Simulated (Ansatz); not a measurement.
**SnP3(010) slab with F (97 atoms): support functions against a reference**

Aim: test how closely localised support functions follow the reference on SnP3(010) slab with F (97 atoms), and at what cost. A setting counts as converged where the r.m.s. difference of forces stays under 1 % of the r.m.s. force.

Method: Kohn-Sham DFT, PBE+D3(BJ), PAW (set soft_2), plane waves, in Ansatz 0.2.0.

This is a report of a sequence of runs, with most program output left out.

## 1. Set-up

The cell holds 97 atoms: 24 Sn, 72 P and 1 F. Its edges and angles: a = 14.757 Å, b = 10.512 Å, c = 28.602 Å, α = 90.0°, β = 90.0°, γ = 90.0°. It derives from SnP3 (R-3m, COD entry). R-3m (COD entry) SnP3 (cell 7.378, 7.378, 10.51, 90, 90, 120), (010) slab of 2 repeat layers, 2 x 1 surface cells, 16 Å of vacuum; 1 F on top sites; displaced by a Gaussian of 0.03 Å. Regions: slab, 96 atoms (24 Sn and 72 P); F adsorbates, 1 atom (1 F). Vacuum lies along c.

Limits known from the start: Beside vacuum, support functions can miss their usual error bounds without a warning. The electron count is odd and the run has no spin polarisation, so levels at the top are partly filled by construction. Sampling is at Γ alone, for a cell whose shortest periodic width is 11 Å.

## 2. Plane-wave single point

The first run fixes the reference, at a cutoff of 420 eV.

input.yaml

```yaml
crystal:
  lattice:
    - [14.757, 0.0, 0.0]
    - [0.0, 10.5125, 0.0]
    - [0.0, 0.0, 28.60232]
  atoms:
    - { symbol: Sn, position: [0.49989, 0.07668, 0.42829] }
    - { symbol: Sn, position: [0.2447, 0.92565, 0.35372] }
    - { symbol: Sn, position: [0.49412, 0.74334, 0.28131] }
    - { symbol: Sn, position: [0.49492, 0.59203, 0.42719] }
    - { symbol: Sn, position: [0.24323, 0.41004, 0.35306] }
    - { symbol: Sn, position: [0.49865, 0.2571, 0.27822] }
    - { symbol: P, position: [0.13186, 0.71781, 0.38793] }
    - { symbol: P, position: [0.2468, 0.72044, 0.2867] }
    - { symbol: P, position: [0.36056, 0.71964, 0.38881] }
    - { symbol: P, position: [0.11259, 0.28734, 0.39406] }
    - { symbol: P, position: [0.38294, 0.27951, 0.39421] }
    - { symbol: P, position: [0.49777, 0.28807, 0.49805] }
    - { symbol: P, position: [0.38176, 0.38015, 0.46229] }
    - { symbol: P, position: [0.49651, 0.38604, 0.36177] }
    - { symbol: P, position: [0.10839, 0.38112, 0.46185] }
    - { symbol: P, position: [0.3581, 0.94732, 0.46857] }
    - { symbol: P, position: [0.13003, 0.95487, 0.46931] }
    - { symbol: P, position: [0.49652, 0.95104, 0.34577] }
    - { symbol: P, position: [0.38, 0.05376, 0.31401] }
    - { symbol: P, position: [0.24586, 0.05118, 0.43383] }
    - { symbol: P, position: [0.11036, 0.05224, 0.31453] }
    - { symbol: P, position: [0.36695, 0.61688, 0.31916] }
    - { symbol: P, position: [0.13106, 0.61318, 0.31931] }
    - { symbol: P, position: [0.24989, 0.61161, 0.42186] }
    - { symbol: Sn, position: [0.24596, 0.08006, 0.6511] }
    - { symbol: Sn, position: [0.49728, 0.92771, 0.57826] }
    - { symbol: Sn, position: [0.24684, 0.74477, 0.50149] }
    - { symbol: Sn, position: [0.24313, 0.59409, 0.65132] }
    - { symbol: Sn, position: [0.49413, 0.41304, 0.57828] }
    - { symbol: Sn, position: [0.2472, 0.2578, 0.50239] }
    - { symbol: P, position: [0.38656, 0.71355, 0.61221] }
    - { symbol: P, position: [0.49646, 0.71802, 0.51028] }
    - { symbol: P, position: [0.11289, 0.71882, 0.61281] }
    - { symbol: P, position: [0.36094, 0.28538, 0.61861] }
    - { symbol: P, position: [0.13255, 0.27885, 0.62022] }
    - { symbol: P, position: [0.24543, 0.28334, 0.72036] }
    - { symbol: P, position: [0.13043, 0.37905, 0.68474] }
    - { symbol: P, position: [0.24747, 0.38257, 0.58222] }
    - { symbol: P, position: [0.35874, 0.38337, 0.68656] }
    - { symbol: P, position: [0.1118, 0.95251, 0.69321] }
    - { symbol: P, position: [0.38167, 0.94814, 0.69367] }
    - { symbol: P, position: [0.24228, 0.95635, 0.57115] }
    - { symbol: P, position: [0.12553, 0.0537, 0.53683] }
    - { symbol: P, position: [0.49642, 0.04576, 0.65809] }
    - { symbol: P, position: [0.35867, 0.04999, 0.53817] }
    - { symbol: P, position: [0.11185, 0.61661, 0.54311] }
    - { symbol: P, position: [0.38525, 0.61966, 0.54255] }
    - { symbol: P, position: [0.49502, 0.62101, 0.6448] }
    - { symbol: Sn, position: [0.99653, 0.07662, 0.42892] }
    - { symbol: Sn, position: [0.74754, 0.92466, 0.35608] }
    - { symbol: Sn, position: [0.00103, 0.74035, 0.27918] }
    - { symbol: Sn, position: [0.99589, 0.58781, 0.42866] }
    - { symbol: Sn, position: [0.74905, 0.4123, 0.35391] }
    - { symbol: Sn, position: [0.99505, 0.2557, 0.2783] }
    - { symbol: P, position: [0.6321, 0.7191, 0.38745] }
    - { symbol: P, position: [0.74676, 0.71426, 0.28602] }
    - { symbol: P, position: [0.85858, 0.72139, 0.38843] }
    - { symbol: P, position: [0.61132, 0.27692, 0.39315] }
    - { symbol: P, position: [0.88459, 0.28265, 0.39433] }
    - { symbol: P, position: [0.99648, 0.27709, 0.49625] }
    - { symbol: P, position: [0.88363, 0.38491, 0.4631] }
    - { symbol: P, position: [0.99727, 0.38141, 0.35981] }
    - { symbol: P, position: [0.61041, 0.38421, 0.46297] }
    - { symbol: P, position: [0.85898, 0.95057, 0.46734] }
    - { symbol: P, position: [0.63298, 0.94939, 0.4687] }
    - { symbol: P, position: [0.99681, 0.94793, 0.3458] }
    - { symbol: P, position: [0.87833, 0.05439, 0.31266] }
    - { symbol: P, position: [0.74615, 0.05244, 0.43546] }
    - { symbol: P, position: [0.60936, 0.05345, 0.31285] }
    - { symbol: P, position: [0.86044, 0.6117, 0.32038] }
    - { symbol: P, position: [0.62937, 0.6165, 0.32118] }
    - { symbol: P, position: [0.74186, 0.61598, 0.42356] }
    - { symbol: Sn, position: [0.74433, 0.07135, 0.65205] }
    - { symbol: Sn, position: [0.99518, 0.91855, 0.57742] }
    - { symbol: Sn, position: [0.74602, 0.73612, 0.5027] }
    - { symbol: Sn, position: [0.74577, 0.59311, 0.65343] }
    - { symbol: Sn, position: [0.99359, 0.41037, 0.57809] }
    - { symbol: Sn, position: [0.74743, 0.25506, 0.50347] }
    [... 13 atom lines left out ...]
    - { symbol: P, position: [0.99548, 0.05144, 0.65812] }
    - { symbol: P, position: [0.86139, 0.0493, 0.53788] }
    - { symbol: P, position: [0.61082, 0.6195, 0.54459] }
    - { symbol: P, position: [0.88386, 0.61319, 0.54399] }
    - { symbol: P, position: [0.99735, 0.6078, 0.6451] }
    - { symbol: F, position: [0.11275, 0.71904, 0.67026] }
kpoints:
  mp_grid: { grid: [1, 1, 1] }
hamiltonian:
  xc: pbe
  dispersion: d3bj
scf:
  occupations: { method: fermi_dirac, width: 0.05 }
output:
  forces: true
  populations: true
  dos:
    method: { smearing: { sigma: 0.15 } }
    de: 0.1
    projected: { site_lists: { F: [F], P: [P], Sn: [Sn], F_adsorbates: [96] } }
  eigenvalues: true
  write_density: true
  write_potential: true
  volumetric_format: npy
```

Launch:

```
ansatz run input.yaml --threads 4 --pin off --max-ram 8192MiB --backend cpu --events-out ev --progress --plain --runs-dir out
```

Run time: 3 min. Hardware: 4 threads of Arm Neoverse N1, shared host; peak memory 5.3 GiB.

The program notes that the exchange-correlation potential is rough where the density is thin.

Read from the output:

```
free energy                             : -199812.8209 eV
free energy per atom                    : -2059.9260 eV/atom
SCF cycles                              : 12
r.m.s. force component                  : 0.6127 eV/Å
longest force                           : 5.649 eV/Å
Fermi energy                            : 1.264 eV
levels partly filled by over 2 per cent : 7
spilling of the projection              : 0.008314
```

The r.m.s. force component of 0.61 eV/Å sets the scale for the differences below.

## 3. Support functions medium

The cell is solved in localised support functions.

This step: Kohn-Sham DFT, PBE+D3(BJ), PAW (set soft_2), localised support functions (medium) (Ansatz 0.2.0).

input.yaml, the sections that differ from step 2:

```yaml
scf:
  occupations: { method: fermi_dirac, width: 0.05 }
  eigensolver: { kind: { support_functions: { accuracy: medium } } }
  mixing: { beta: 0.2 }
  max_iter: 150
output:
  forces: true
# crystal, kpoints, hamiltonian: as in step 2
```

The job ended after 9.6 s (4 threads; peak memory 0.6 GiB).

The input was rejected at the start.

The program's message: “Error: memory limit exceeded: the `scf loop` phase needs 8.11 GiB against the run's memory maximum of 8.00 GiB; largest carriers: support functions 5.00 GiB, ion tables 0.97 GiB, density mixer 0.90 Gi …”

The refusal is over memory: the job needs 8.11 GiB where 8.00 GiB were allowed.

## 4. Support functions medium

After the refusal for memory the run is tried again with basis.xc_grid typed, in the hope of saving memory. Against the reference, the basis becomes support functions and the exchange-correlation grid changes.

Changes to input.yaml since step 3:

```diff
@@ -19 +19,3 @@
   forces: true
+basis:
+  xc_grid: 1
```

Elapsed: 9.7 s, on 4 threads; peak memory 0.64 GiB.

The input was rejected at the start.

The program's message: “Error: memory limit exceeded: the `scf loop` phase needs 8.03 GiB against the run's memory maximum of 8.00 GiB; largest carriers: support functions 5.00 GiB, density mixer 0.90 GiB, iteration grids 0. …”

The refusal is over memory: the job needs 8.03 GiB where 8.00 GiB were allowed.

## 5. Support functions low

This step: Kohn-Sham DFT, PBE+D3(BJ), PAW (set soft_2), localised support functions (low) (Ansatz 0.2.0).

input.yaml, the sections that differ from step 4:

```yaml
scf:
  occupations: { method: fermi_dirac, width: 0.05 }
  eigensolver: { kind: { support_functions: { accuracy: low } } }
  mixing: { beta: 0.2 }
  max_iter: 150
# crystal, kpoints, hamiltonian, output: as in step 4
# basis: removed
```

Elapsed: 8 min, on 4 threads; peak memory 7 GiB.

The program notes that the band table was not solved further than the SCF left it and it switched symmetry off. Further notices: vacuum switching off with vacuum.

Keys that differ from the reference: support_functions.accuracy = "low", scf.max_iter = 150 and scf.mixing.beta = 0.2.

Forces differ from the reference by 0.59 meV/Å r.m.s., 0.096 % of their size, well within a tolerance of 1 %; the energy by -0.80 meV/atom. It took 8 min and 19 cycles; the reference's time can't be set against it, since the two runs asked for unlike analyses. The two runs also began from different starting densities, which bears on cycles and time.

## 6. Support functions medium, spacing 0.327 Å

The grid spacing sets how fine a wave the support functions can hold. Besides, the program derives a nominal cutoff of 631 eV for this run, against the reference's 420.

This step: Kohn-Sham DFT, PBE+D3(BJ), PAW (set soft_2), localised support functions (medium) (Ansatz 0.2.0).

input.yaml, the sections that differ from step 5:

```yaml
scf:
  occupations: { method: fermi_dirac, width: 0.05 }
  eigensolver: { kind: { support_functions: { accuracy: medium, spacing: 0.327 } } }
  mixing: { beta: 0.2 }
  max_iter: 150
# crystal, kpoints, hamiltonian, output: as in step 5
```

It took 5.4 min on 4 threads; peak memory 4.9 GiB.

The program notes that the grid leaves an egg-box force.

Forces differ from the reference by 6.5 meV/Å r.m.s., 1.1 % of their size, over a tolerance of 1 %; the energy by -1.6 meV/atom. It took 5.4 min and 29 cycles; the reference's time can't be set against it, since the two runs asked for unlike analyses. The two runs also began from different starting densities, which bears on cycles and time. The setting is coarser than the default on purpose.

## 7. Support functions medium, spacing 0.272 Å

input.yaml, the sections that differ from step 6:

```yaml
scf:
  occupations: { method: fermi_dirac, width: 0.05 }
  eigensolver: { kind: { support_functions: { accuracy: medium, spacing: 0.272 } } }
  mixing: { beta: 0.2 }
  max_iter: 150
# crystal, kpoints, hamiltonian, output: as in step 6
```

Wall time 5.4 min (4 threads); peak memory 5.9 GiB; 21 min of CPU time.

Forces differ from the reference by 2.1 meV/Å r.m.s., 0.34 % of their size, within a tolerance of 1 %; the energy by -1.3 meV/atom. It took 5.4 min and 22 cycles; the reference's time can't be set against it, since the two runs asked for unlike analyses. The two runs also began from different starting densities, which bears on cycles and time. The setting is coarser than the default on purpose.

## 8. Support functions medium, spacing 0.236 Å

input.yaml, the sections that differ from step 7:

```yaml
scf:
  occupations: { method: fermi_dirac, width: 0.05 }
  eigensolver: { kind: { support_functions: { accuracy: medium, spacing: 0.236 } } }
  mixing: { beta: 0.2 }
  max_iter: 150
# crystal, kpoints, hamiltonian, output: as in step 7
```

It took 6.7 min on 4 threads; peak memory 6.6 GiB.

Forces differ from the reference by 0.69 meV/Å r.m.s., 0.11 % of their size, well within a tolerance of 1 %; the energy by -0.81 meV/atom. It took 6.7 min and 22 cycles; the reference's time can't be set against it, since the two runs asked for unlike analyses. The two runs also began from different starting densities, which bears on cycles and time. The setting is coarser than the default on purpose.

## 9. Support functions medium, spacing 0.209 Å

input.yaml, the sections that differ from step 8:

```yaml
scf:
  occupations: { method: fermi_dirac, width: 0.05 }
  eigensolver: { kind: { support_functions: { accuracy: medium, spacing: 0.209 } } }
  mixing: { beta: 0.2 }
  max_iter: 150
# crystal, kpoints, hamiltonian, output: as in step 8
```

Wall time 7.1 min (4 threads); peak memory 6.9 GiB; 28 min of CPU time.

Keys that differ from the reference: support_functions.accuracy = "medium", support_functions.spacing = 0.209, scf.max_iter = 150 and scf.mixing.beta = 0.2.

Forces differ from the reference by 0.62 meV/Å r.m.s., 0.10 % of their size, well within a tolerance of 1 %; the energy by -0.81 meV/atom. It took 7.1 min and 22 cycles; the reference's time can't be set against it, since the two runs asked for unlike analyses. The two runs also began from different starting densities, which bears on cycles and time.

Runs without a result: support functions medium (refused); support functions medium (refused).

## 10. The ladder side by side

Differences are against the plane-wave reference (Kohn-Sham DFT, PBE+D3(BJ), PAW (set soft_2), plane waves), whose r.m.s. force component is 0.613 eV/Å. Energies are set beside the reference only for runs with its functional, potentials and electron count. Times are for 4 threads of Arm Neoverse N1, shared host. The reference's time includes the DOS and grids, which some other runs skip.

| run | Δ force, r.m.s. (meV/Å) | share of r.m.s. force (%) | Δ energy (meV/atom) | cycles | time | host memory (GiB) |
| --- | --- | --- | --- | --- | --- | --- |
| reference | - | - | - | 12 | 3 min | 5.3 |
| support functions low | 0.587 | 0.0958 | -0.803 | 19 | 8 min | 7.0 |
| support functions medium, spacing 0.327 Å | 6.52 | 1.06 | -1.59 | 29 | 5.4 min | 4.9 |
| support functions medium, spacing 0.272 Å | 2.11 | 0.344 | -1.26 | 22 | 5.4 min | 5.9 |
| support functions medium, spacing 0.236 Å | 0.688 | 0.112 | -0.807 | 22 | 6.7 min | 6.6 |
| support functions medium, spacing 0.209 Å | 0.623 | 0.102 | -0.813 | 22 | 7.1 min | 6.9 |

[end of part 1 of 2]

[Logs are printed without paths, hosts, clocks, repeated set-up lines and the standing remarks that a program may print on its own settings, such as how far it seeks lower states.]

[Hosts, paths, dates, database ids (printed as entryN), source tags and the programs' standing remarks are cut or masked in the printed files.]
